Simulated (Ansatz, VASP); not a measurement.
Two plane-wave programs on MgS

```xyz
16
Lattice="6.9813 -0.0007 0.0002 -0.0007 6.9842 0.0012 0.0002 0.0013 6.9801" Properties=species:S:1:pos:R:3 pbc="T T T"
Mg    5.8781    4.5951    2.3871
Mg    1.1035    2.3897    4.5948
Mg    2.3880    4.5969    1.1049
Mg    5.8782    5.8803    5.8764
Mg    4.5932    1.1039    2.3857
Mg    4.5940    2.3881    5.8763
Mg    1.1021    1.1044    1.1052
Mg    2.3868    5.8812    4.5956
S     0.9969    5.9868    2.4951
S     4.4868    4.4897    4.4873
S     5.9839    2.4949    0.9967
S     2.4930    0.9977    5.9845
S     4.4885    5.9870    0.9975
S     5.9845    0.9977    4.4859
S     2.4935    2.4951    2.4941
S     0.9966    4.4900    5.9850
```

Change from the starting cell: cell x1, atoms moved at random (sigma 0.1 Å) and cell strained at random (1.5 %), then relaxed without symmetry.

Alike in both runs: functional PBE; k mesh 2 × 2 × 2; occupations gaussian, width 0.1 eV; no spin polarisation.

Ansatz relaxed the structure, and its values are those at the end. VASP's run is a single point on that final structure, the one shown.

|  | VASP | Ansatz |
| --- | --- | --- |
| version | VASP 6.6.1 | Ansatz 0.2.0 |
| potentials or method | VASP PAW PBE potentials, release 64 (Mg, S) | scalar-relativistic, plane waves, PAW |
| plane-wave cutoff (eV) | 520 | 420 |
| valence electrons in the cell | 64 | 128 |

|  | VASP | Ansatz | Ansatz less VASP |
| --- | --- | --- | --- |
| gap on the k mesh at the Fermi level (eV) | 2.46 | 2.47 | +0.013 |
| least direct gap on the mesh (eV) | 2.46 | 2.47 | +0.013 |
| pressure (GPa) | -0.1 | 0.0 | +0.17 |
| rms of the force components (eV/Å) | 0.003 | 0.001 | -0.0018 |

With one functional, cell and mesh, what is left measures potentials, basis and numerics. The two sets of potentials don't hold the same shells in valence.

Caveats: the k mesh is coarse (spacing up to 0.45 Å⁻¹), so the values aren't converged.
